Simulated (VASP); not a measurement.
C:

```
C
1.0
     0.00000    1.78337    1.78337
     1.78337    0.00000    1.78337
     1.78337    1.78337    0.00000
C
2
Direct
  0.00000 0.00000 0.00000
  0.25000 0.25000 0.25000
```

This isn't the form of C at room conditions, which is graphite.

Base run:

| Quantity | Value |
| --- | --- |
| Program | VASP 6.6.1 |
| Functional | r2SCAN |
| Potentials or basis | VASP PAW PBE potentials, release 64 (C) |
| Cutoff | 520 eV |
| k mesh | 11 × 11 × 11 |
| Occupations | fermi-dirac, width 0.02 eV |
| Spin | no spin polarisation |

Its results: band gap on the k mesh 4.32 eV, indirect (least direct gap 5.84 eV); pressure -1.3 GPa.

**Question.** The run is repeated on the same cell with these changes: functional from r2SCAN to HSE06; k mesh from 11 × 11 × 11 to 8 × 8 × 8. What comes out?

**Answer.** Band gap on the k mesh 5.30 eV, indirect (least direct gap 6.99 eV); pressure -7.4 GPa.

Several settings changed at once, so the effect can't be laid on one alone.

Caveats: the PAW data sets were made with another functional, which shifts forces and pressure a little; an odd mesh through Γ misses points on the zone boundary, where band edges often lie (some runs).
